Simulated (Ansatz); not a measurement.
Planning a GW calculation on BiOBr (P4/nmm).

The database entry behind the starting cell differs from later determinations by our own check (0.1 to 0.3 % short, probably kX units), so it need not match the best structure at ambient conditions.

It takes space group P4/nmm (No. 129, tetragonal). The conventional cell has a = 3.916 Å, b = 3.916 Å, c = 8.077 Å, α = 90.00°, β = 90.00°, γ = 90.00°. Nearest to Bi lie 4 O at 2.32 Å and 4 Br at 3.18 Å. Nearest to Br lie 4 Bi at 3.18 Å. Nearest to O lie 4 Bi at 2.32 Å. Farther neighbours and most contacts between anions are not listed.

```
Bi Br O
1.0
     3.91600    0.00000    0.00000
     0.00000    3.91600    0.00000
     0.00000    0.00000    8.07700
Bi Br O
2 2 2
Direct
  0.00000 0.50000 0.15400
  0.50000 0.00000 0.84600
  0.00000 0.50000 0.65300
  0.50000 0.00000 0.34700
  0.00000 0.00000 0.00000
  0.50000 0.50000 0.00000
```

The cell and positions come from the Crystallography Open Database and are kept as given unless a step says otherwise. Spin-orbit coupling is left out unless a run names it. PAW set soft_2, made with PBE.

Runs so far (Ansatz 0.2.0, start LDA, default PAW files, 4×4×2 mesh). Times are wall times on 1 × NVIDIA H100 80GB HBM3 (shared by 3 runs) with 3 threads of AMD EPYC 7R13 (Zen 3), shared host, good to a factor of about two.

| bands summed | cutoff (eV) | gap on the mesh (eV) | time |
| --- | --- | --- | --- |
| 210 | 75 | 3.028 | 7.2 s |
| 544 | 150 | 3.197 | 15 s |

**Question.** What should the next rung give, with 1139 bands and screening to 250 eV, and where is the limit?

The error falls about as one over the bands when the cutoff rises with them. A line through the two highest rungs given predicts 3.252 eV; the run gave 3.285 eV, a miss of 0.033 eV, so the law fails here: the steps don't follow it yet. The two highest rungs put the limit near 3.367 eV, the pair below near 3.303 eV; neither can be trusted until a further rung is run.

Gaps are over the mesh's points; an edge off the mesh would be missed. Limits: not at the basis limit; no spin-orbit coupling; coarse k mesh.

[Paths, hosts, dates, memory and timing lines, banners, echoed tables and standing remarks are left out of the program output.]

[Logs are printed without paths, hosts, clocks, repeated set-up lines and the standing remarks that a program may print on its own settings, such as how far it seeks lower states.]

[Runs of the session that timed out or met a known fault of the program may be left out.]

[Cells called generated may have been cut or substituted from an entry of the Crystallography Open Database or the Materials Project.]

[Hosts, paths, dates, database ids (printed as entryN), source tags and the programs' standing remarks are cut or masked in the printed files.]
